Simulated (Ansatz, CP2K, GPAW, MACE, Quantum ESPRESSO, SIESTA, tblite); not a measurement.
## Running generalised stacking fault on (110) of a KCl-RbCl solid solution (80 atoms) with SIESTA

How do the settings of SIESTA change the result for generalised stacking fault on (110) of a KCl-RbCl solid solution (80 atoms)? A plane-wave run serves as the yardstick.

Method: the method is named at each step, in SIESTA 5.4.2.

### 1. Set-up

The cell holds 80 atoms: 13 Rb, 40 Cl and 27 K. Cell: a = 7.339 Å, b = 10.379 Å, c = 26.265 Å, α = 90.0°, β = 82.6°, γ = 90.0°. CsCl-type KCl lattice (a = 3.6697 Å, the value set for the mixture), cell with z along [110], 2 x 2 x 5 periods; the third cell vector is tilted by 0.917 of [001] and lengthened by 0.1 Å, so the cell holds one fault; displaced by a Gaussian of 0.01 Å; 13 of 40 K sites given to Rb at random (lattice constant by Vegard's rule between KCl and RbCl). Then every atom was moved at random, 0.02 Å r.m.s. a Cartesian component. The structure's axis is c.

The yardstick, on the same geometry:

| Property | Result |
| --- | --- |
| method | Kohn-Sham DFT, PBE, PAW, plane waves (Ansatz 0.2.0); cutoff 420 eV, Γ point, fermi-dirac smearing of 0.05 eV; PAW set soft_2 |
| r.m.s. force component | 0.1115 eV/Å |
| longest force | 0.3849 eV/Å |
| pressure | 5.484 GPa |
| gap (highest filled to lowest empty level) | 5.532 eV |
| SCF cycles | 7 |
| time | 13 s on 8 threads of Arm Neoverse V2, shared host |
| CPU time | 90 s |

### 2. PBE, DZP, shift 0.01 Ry, mesh 300 Ry

Method: Kohn-Sham DFT, PBE, PseudoDojo 0.4.1 norm-conserving pseudopotentials (converted to PSML), numerical atomic orbitals (DZP), diagonalisation.

The .psml files are PseudoDojo norm-conserving potentials that we converted to this format, checked against plane waves on the same files for H, C, O, Si, Ge and Ca alone.

input.fdf

```
SystemLabel cell
NumberOfAtoms 80
NumberOfSpecies 3
%block ChemicalSpeciesLabel
  1 37 Rb
  2 17 Cl
  3 19 K
%endblock ChemicalSpeciesLabel
LatticeConstant 1.0 Ang
%block LatticeVectors
  7.33940 0.00000 0.00000
  0.00000 10.37948 0.00000
  3.36387 0.00000 26.04870
%endblock LatticeVectors
PAO.BasisSize DZP
PAO.EnergyShift 0.01 Ry
XC.Functional GGA
XC.Authors PBE
MeshCutoff 300 Ry
%block kgrid_Monkhorst_Pack
  1 0 0 0.0
  0 1 0 0.0
  0 0 1 0.0
%endblock kgrid_Monkhorst_Pack
SolutionMethod diagon
OccupationFunction FD
ElectronicTemperature 580 K
SCF.Mixer.Method Pulay
SCF.Mixer.Weight 0.05
SCF.Mixer.History 8
SCF.Mix Hamiltonian
MaxSCFIterations 300
SCF.DM.Tolerance 1e-04
SCF.H.Tolerance 1.0e-3 eV
WriteForces T
Write.HirshfeldPop T
Write.VoronoiPop T
Write.DM F
Write.H F
XML.Write F
AtomicCoordinatesFormat Fractional
%block AtomicCoordinatesAndAtomicSpecies
  0.54170 0.00245 0.99491 1
  0.20548 0.99900 0.09956 2
  0.04401 0.00026 0.99682 3
  0.70697 0.99849 0.10081 2
  0.54138 0.49989 0.99462 3
  0.20767 0.50098 0.09902 2
  0.04450 0.50029 0.99432 3
  0.70926 0.49724 0.09989 2
  0.95579 0.25225 0.09823 3
  0.16155 0.24752 0.19788 2
  0.45513 0.25078 0.09889 1
  0.66154 0.25046 0.19752 2
  0.90859 0.00294 0.19851 3
  0.11283 0.99996 0.29818 2
  0.40802 0.00177 0.19826 1
  0.61394 0.99780 0.29888 2
  0.95525 0.74750 0.10044 3
  0.15512 0.74911 0.19929 2
  0.45462 0.74924 0.10010 3
  0.66590 0.75172 0.19867 2
  0.91267 0.50167 0.19898 3
  0.11319 0.49887 0.29871 2
  0.40734 0.49737 0.19818 3
  0.61501 0.50070 0.29971 2
  0.85970 0.25027 0.29885 3
  0.06852 0.25013 0.39755 2
  0.35867 0.24990 0.30054 3
  0.56690 0.25115 0.39770 2
  0.81299 0.99793 0.39667 1
  0.02496 0.00669 0.49770 2
  0.30934 0.99990 0.39885 1
  0.52097 0.00058 0.49750 2
  0.86422 0.74906 0.29693 3
  0.06482 0.75088 0.39794 2
  0.36318 0.75179 0.29847 1
  0.57140 0.75084 0.39863 2
  0.81614 0.50242 0.39668 3
  0.01631 0.50148 0.49823 2
  0.31624 0.49740 0.39731 3
  0.51887 0.49770 0.49679 2
  0.77007 0.24820 0.49693 1
  0.96970 0.24675 0.59726 2
  0.27474 0.25037 0.49738 3
  0.47730 0.25047 0.59757 2
  0.72794 0.99620 0.59707 3
  0.93095 0.99848 0.69787 2
  0.23262 0.00299 0.59788 3
  0.43291 0.99912 0.69503 2
  0.77638 0.75186 0.49792 3
  0.97733 0.74982 0.59802 2
  0.27398 0.74814 0.49836 3
  0.47737 0.74899 0.59773 2
  0.72359 0.49744 0.59845 3
  0.93084 0.50115 0.69756 2
  0.22442 0.49972 0.59708 1
  0.43134 0.50006 0.69699 2
[... 20 atom lines left out ...]
  0.59086 0.74894 0.89554 3
  0.79308 0.75235 0.99677 2
  0.09481 0.74954 0.89576 1
  0.29487 0.75252 0.99580 2
%endblock AtomicCoordinatesAndAtomicSpecies
```

Started as:

```console
$ OMP_NUM_THREADS=1 mpirun -np 2 siesta < input.fdf > output.txt
```

Output:

```text
Version         : 5.4.2
reinit: System Name:
reinit: System Label: cell
initatom: Reading input for the pseudopotentials and atomic orbitals ----------
Species number:   1 Atomic number:   37 Label: Rb
Species number:   2 Atomic number:   17 Label: Cl
Species number:   3 Atomic number:   19 Label: K
Ground state valence configuration (from tables):   5s01  5p00  4d00  4f00
Ground state valence configuration (from tables):   3s02  3p05  3d00  4f00
Ground state valence configuration (from tables):   4s01  4p00  3d00  4f00
---- Processing specs for species: Rb
GGA--PBE XC_GGA_X_PBE--XC_GGA_C_PBE pb
Semicore shell(s) with  8 electrons included in the valence for Rb
---- Processing specs for species: Cl
GGA--PBE XC_GGA_X_PBE--XC_GGA_C_PBE pb
---- Processing specs for species: K
GGA--PBE XC_GGA_X_PBE--XC_GGA_C_PBE pb
Semicore shell(s) with  8 electrons included in the valence for K
Semicore shell(s): 4s 4p
Fallback to non-perturbative polarization scheme for Rb
Please see the manual if this is not desired in principle
Semicore shell(s): 3s 3p
Fallback to non-perturbative polarization scheme for K
Please see the manual if this is not desired in principle
Cl pseudopotential only contains V_ls up to l=2 -- lmxkb reset.
Using PAO.SplitTailNorm
%block ChemicalSpeciesLabel
    1   37 Rb                      # Species index, atomic number, species label
    2   17 Cl                      # Species index, atomic number, species label
    3   19 K                       # Species index, atomic number, species label
%endblock ChemicalSpeciesLabel
%block PAO.Basis                 # Define Basis set
Rb                    4                    # Species label, number of l-shells
 n=4   0   1                         # n, l, Nzeta
   3.767
   1.000
 n=5   0   2                         # n, l, Nzeta
  10.297      7.969
   1.000      1.000
 n=4   1   1                         # n, l, Nzeta
   4.520
[...]
Cl                    2                    # Species label, number of l-shells
[...]
4.114      2.819
[...]
n=3   1   2 P   1                   # n, l, Nzeta, Polarization, NzetaPol
[...]
K                     4                    # Species label, number of l-shells
[...]
10.012      7.726
   1.000      1.000
 n=3   1   1                         # n, l, Nzeta
[...]
n=4   1   1                         # n, l, Nzeta
  10.012
   1.000
%endblock PAO.Basis
coor:   Atomic-coordinates input format  =     Fractional
siesta: System type = bulk
initatomlists: Number of atoms, orbitals, and projectors:     80   880  1440
siesta: ******************** Simulation parameters ****************************
Total number of electrons:   640.000000
Total ionic charge:   640.000000
 Kpoints in:            1 . Kpoints trimmed:            1
siesta: k-grid: Number of k-points = 1
siesta: k-points from Monkhorst-Pack grid
siesta: k-cutoff (effective) =     3.670 Ang
siesta: k-point supercell and displacements
siesta: k-grid:     1     0     0      0.000
siesta: k-grid:     0     1     0      0.000
siesta: k-grid:     0     0     1      0.000
                     ====================================
                        Single-point calculation
                     ====================================
outcell: Unit cell vectors (Ang):
        7.339400    0.000000    0.000000
        0.000000   10.379480    0.000000
        3.363870    0.000000   26.048700
outcell: Cell vector modules (Ang)   :    7.339400   10.379480   26.265003
outcell: Cell angles (23,13,12) (deg):     90.0000     82.6417     90.0000
outcell: Cell volume (Ang**3)        :   1984.3680
Gamma-point calculation with interaction between periodic images
Gamma-point calculation with interaction between periodic images
Some features might not work optimally:
e.g. DM initialization from atomic data
Some features might not work optimally:
e.g. DM initialization from atomic data
new_DM -- step:     1
Initializing Density Matrix...
Attempting to read DM from file... Failed...
DM filled with atomic data:
InitMesh: MESH = 80 x 120 x 288 = 2764800
InitMesh: Mesh cutoff (required, used) =   300.000   333.844 Ry
stepf: Fermi-Dirac step function
        iscf     Eharris(eV)        E_KS(eV)     FreeEng(eV)     dDmax    Ef(eV) dHmax(eV)
   scf:    1   -49533.418869   -49586.461728   -49586.461728  0.490534 -4.878302  3.152744
   scf:    2   -49589.485752   -49587.988780   -49587.988780  0.014633 -5.029956  2.912799
   scf:    3   -49599.774706   -49595.424434   -49595.424434  0.139753 -4.563369  0.538731
[...]
scf:   10   -49595.625115   -49595.625067   -49595.625067  0.000598 -2.891398  0.000790
   scf:   11   -49595.625067   -49595.625067   -49595.625067  0.000050 -2.891346  0.000320
SCF Convergence by DM+H criterion
max |DM_out - DM_in|         :     0.0000498430
max |H_out - H_in|      (eV) :     0.0003202661
SCF cycle converged after 11 iterations
Using DM_out to compute the final energy and forces
siesta: E_KS(eV) =           -49595.6251
siesta: E_KS - E_eggbox =    -49595.6251
siesta: Atomic forces (eV/Ang):
     1    0.174878   -0.079409    0.101377
     2   -0.176724   -0.088044   -0.178357
     3    0.013430   -0.026143    0.075834
[...]
79   -0.140505    0.110927    0.068299
    80   -0.030854   -0.179327    0.130759
----------------------------------------
   Tot    0.002563    0.000476   -0.003255
----------------------------------------
   Max    0.306717
   Res    0.111483    sqrt( Sum f_i^2 / 3N )
----------------------------------------
   Max    0.306717    constrained
Stress tensor Voigt[x,y,z,yz,xz,xy] (kbar):      -60.19      -43.40      -35.86        0.05       -0.29       -0.00
(Free)E + p*V (eV/cell)   -49538.0541
Target enthalpy (eV/cell)   -49595.6251
siesta: Program's energy decomposition (eV):
siesta: Ebs     =    -10574.448324
siesta: Eions   =     83158.479811
siesta: Ena     =     23739.732427
siesta: Ekin    =     16412.520503
siesta: Enl     =      5177.406766
siesta: DEna    =       410.613097
siesta: DUscf   =        13.331365
siesta: Ex      =    -11303.865307
siesta: Ec      =      -886.884108
siesta: Exc     =    -12190.749415
siesta: Eharris =    -49595.625067
siesta: Etot    =    -49595.625067
siesta: FreeEng =    -49595.625067
siesta: Final energy (eV):
siesta:  Band Struct. =  -10574.448324
siesta:       Kinetic =   16412.520503
siesta:       Hartree =    7860.687095
siesta:         Exch. =  -11303.865307
siesta:         Corr. =    -886.884108
siesta:   Exch.-corr. =  -12190.749415
siesta:  Ion-electron =  -32081.284291
siesta:       Ion-ion =  -29596.798959
siesta:         Total =  -49595.625067
siesta:         Fermi =      -2.891346
siesta: Stress tensor (static) (eV/Ang**3):
siesta:    -0.037565   -0.000002   -0.000179
siesta:    -0.000002   -0.027090    0.000029
siesta:    -0.000179    0.000029   -0.022382
siesta: Cell volume =       1984.367968 Ang**3
siesta: Pressure (static):
siesta:                Solid            Molecule  Units
siesta:           0.00031598          0.00027200  Ry/Bohr**3
siesta:           0.02901223          0.02497404  eV/Ang**3
siesta:          46.48272207         40.01281836  kBar
    Orbital volume contribution        =          94.622569 eV
    (Free)E + p_basis*V_orbitals       =      -49501.002499 eV
    (Free)Eharris+ p_basis*V_orbitals  =      -49501.002499 eV
Hirshfeld Atomic Populations:
Atom #   charge [q] valence [e]  Species
     1     0.247157    8.752843  Rb
     2    -0.225702    7.225702  Cl
     3     0.215393    8.784607  K
     4    -0.230400    7.230400  Cl
     5     0.219169    8.780831  K
     6    -0.217926    7.217926  Cl
     7     0.216580    8.783420  K
[...]
11     0.244428    8.755572  Rb
[...]
15     0.241014    8.758986  Rb
[...]
--------------------
 Total     0.000004
Voronoi Atomic Populations:
Atom #   charge [q] valence [e]  Species
[...]
71     0.283863    8.716137  Rb
[...]
75     0.256940    8.743060  K
[...]
77     0.268499    8.731501  K
    78    -0.267681    7.267681  Cl
    79     0.279223    8.720777  Rb
    80    -0.268260    7.268260  Cl
--------------------
 Total     0.000003
```

Elapsed: 1.9 min, on 2 MPI ranks of Arm Neoverse V2, shared host; peak memory 1.8 GiB.

Banners, paths, timers and routine set-up lines are dropped from the logs unmarked, and long logs keep their key lines alone; longer cuts are marked.

Against the reference:

| Property | Result |
| --- | --- |
| r.m.s. force component | 0.1115 eV/Å |
| r.m.s. difference of force components | 30.61 meV/Å |
| longest difference of force vectors | 154.8 meV/Å |
| force difference over r.m.s. force | 27.45 % |
| slope of forces against the reference's | 0.962 |
| correlation of force components | 0.9623 |
| gap (highest filled to lowest empty level) | 5.385 eV |
| gap difference | -0.1469 eV |
| pressure | 4.648 GPa |
| pressure difference | -0.8353 GPa |

This run lies far from the reference in forces at the same functional.

Length of the force difference by element (eV/Å):

```
element  atoms   mean   most
     Cl     40  0.013  0.026
      K     27  0.067   0.15
     Rb     13  0.057   0.15
```

Levels nearest the highest filled one (eV from it): -0.15, -0.15, -0.13, -0.13, -0.11, -0.09, -0.08, -0.06, -0.04, -0.04, -0.02, 0.00, 5.39, 5.91, 5.96, 6.96, 6.97, 7.04, 7.08, 7.14, 7.22, 7.30, 7.32, 7.35.

A closer look about K39, picked at random: 9 atoms, nearest first, numbered in the order of the input, with positions taken from that point.

```
atom      x      y      z  distance (Å)  bonds  Hirshfeld charge (e)      Fx      Fy  Fz (eV/Å)
 K39   0.00   0.00   0.00          0.00      8                  0.21  -0.003   0.035      0.075
Cl26  -1.82  -2.57   0.01          3.14      8                 -0.22   0.002   0.238     -0.078
Cl22  -1.82   0.02  -2.57          3.15      8                 -0.22  -0.058  -0.097     -0.060
Cl28   1.84  -2.56   0.01          3.15      8                 -0.22  -0.104   0.149     -0.121
Cl24   1.86   0.03  -2.54          3.15      8                 -0.22  -0.002  -0.111     -0.121
Cl40   1.82   0.00   2.59          3.17      8                 -0.22   0.024   0.157     -0.073
Cl34  -1.84   2.63   0.02          3.21      8                 -0.22  -0.006  -0.272      0.110
Cl38  -1.86   0.04   2.63          3.22      8                 -0.22   0.043   0.078     -0.129
Cl36   1.88   2.63   0.03          3.23      8                 -0.23  -0.076  -0.264      0.095
```

Forces lie 27 % from the reference's, at 2.6 times its CPU time (on 2 against 8 cores).

### 3. PBE, SZ, shift 0.01 Ry, mesh 300 Ry

Method: Kohn-Sham DFT, PBE, PseudoDojo 0.4.1 norm-conserving pseudopotentials (converted to PSML), numerical atomic orbitals (SZ), diagonalisation.

Edit input.fdf of step 2 so:

```diff
@@ -14,3 +14,3 @@
 %endblock LatticeVectors
-PAO.BasisSize DZP
+PAO.BasisSize SZ
 PAO.EnergyShift 0.01 Ry
```

Started as:

```console
$ OMP_NUM_THREADS=1 siesta < input.fdf > output.txt
```

Output:

```text
Version         : 5.4.2
reinit: System Name:
reinit: System Label: cell
initatom: Reading input for the pseudopotentials and atomic orbitals ----------
Species number:   1 Atomic number:   37 Label: Rb
Species number:   2 Atomic number:   17 Label: Cl
Species number:   3 Atomic number:   19 Label: K
Ground state valence configuration (from tables):   5s01  5p00  4d00  4f00
Ground state valence configuration (from tables):   3s02  3p05  3d00  4f00
Ground state valence configuration (from tables):   4s01  4p00  3d00  4f00
---- Processing specs for species: Rb
[... lines left out ...]
        iscf     Eharris(eV)        E_KS(eV)     FreeEng(eV)     dDmax    Ef(eV) dHmax(eV)
[... lines left out ...]
SCF Convergence by DM+H criterion
[... lines left out ...]
SCF cycle converged after 10 iterations
[... lines left out ...]
   Max    0.347878
[... lines left out ...]
   Max    0.347878    constrained
Stress tensor Voigt[x,y,z,yz,xz,xy] (kbar):      -55.36      -16.68      -21.00        0.07       -0.31        0.06
[... lines left out ...]
siesta: FreeEng =    -49525.384057
[... lines left out ...]
siesta:         Fermi =      -2.205206
[... lines left out ...]
siesta:     0.000037   -0.010411    0.000046
siesta:    -0.000190    0.000046   -0.013108
siesta: Cell volume =       1984.367968 Ang**3
siesta: Pressure (static):
siesta:                Solid            Molecule  Units
siesta:           0.00021084          0.00015490  Ry/Bohr**3
siesta:           0.01935823          0.01422184  eV/Ang**3
siesta:          31.01530742         22.78590441  kBar
    Orbital volume contribution        =          41.892544 eV
    (Free)E + p_basis*V_orbitals       =      -49483.491514 eV
    (Free)Eharris+ p_basis*V_orbitals  =      -49483.491514 eV
Hirshfeld Atomic Populations:
Atom #   charge [q] valence [e]  Species
     1     0.334634    8.665366  Rb
     2    -0.315873    7.315873  Cl
     3     0.307717    8.692283  K
     4    -0.319783    7.319783  Cl
     5     0.312225    8.687775  K
     6    -0.311464    7.311464  Cl
     7     0.310335    8.689665  K
[...]
11     0.330936    8.669064  Rb
[...]
15     0.327488    8.672512  Rb
[...]
--------------------
 Total     0.000004
Voronoi Atomic Populations:
Atom #   charge [q] valence [e]  Species
[...]
71     0.310858    8.689142  Rb
[...]
75     0.314004    8.685996  K
[...]
77     0.325588    8.674412  K
    78    -0.315171    7.315171  Cl
    79     0.304504    8.695496  Rb
    80    -0.315618    7.315618  Cl
--------------------
 Total     0.000004
```

Wall time 60 s (1 thread); peak memory 0.76 GiB.

Numbers from this run, and their distance from the reference:

```yaml
r_m_s_force_component: 0.1257 eV/Å
r_m_s_difference_of_force_components: 34.05 meV/Å
longest_difference_of_force_vectors: 154.2 meV/Å
force_difference_over_r_m_s_force: 30.54 %
slope_of_forces_against_the_reference_s: 1.089
correlation_of_force_components: 0.9658
spacing_of_highest_filled_and_lowest_empty_level: 4.782 eV
gap_difference: -0.75 eV
pressure: 3.102 GPa
pressure_difference: -2.382 GPa
```

This is a coarse setting, run to see what it loses.

Against the first run (27 %), the force difference from the reference is 31 %, at 0.26 times the CPU time (on 1 against 2 cores), with 360 basis functions against 880: the smaller basis costs accuracy.

(Part 1 of 2 ends here.)

[Also dropped from logs without a mark: logging warnings of Python, and SIESTA's first energy breakdown and zero terms.]

[Logs are printed without paths, hosts, clocks, repeated set-up lines and the standing remarks that a program may print on its own settings, such as how far it seeks lower states.]

[Hosts, paths, dates, database ids (printed as entryN), source tags and the programs' standing remarks are cut or masked in the printed files.]
